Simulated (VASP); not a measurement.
Crystal: HgSe.

```
CELL_PARAMETERS angstrom
0.00000 3.03900 3.03900
3.03900 0.00000 3.03900
3.03900 3.03900 0.00000
ATOMIC_POSITIONS crystal
Hg 0.00000 0.00000 0.00000
Se 0.75000 0.75000 0.75000
```

Program: VASP 6.6.1. Alike in all runs: potentials or basis VASP PAW PBE potentials, release 64 (Hg, Se); cell as given; cutoff (eV) 520.

Q: Order these runs on this cell by their pressure, lowest first.
A. level SCAN; spin SOC, no magnetisation; k mesh 6 × 6 × 6; smearing fermi-dirac 0.05 eV
B. level PBE; spin off; k mesh 8 × 8 × 8; smearing gaussian 0.012 eV
C. level r2SCAN; spin off; k mesh 8 × 8 × 8; smearing fermi-dirac 0.05 eV

A: A (1.7 GPa), C (3.2 GPa), B (5.0 GPa).

Caveats: the PAW data sets were made with another functional, which shifts forces and pressure a little (some runs).
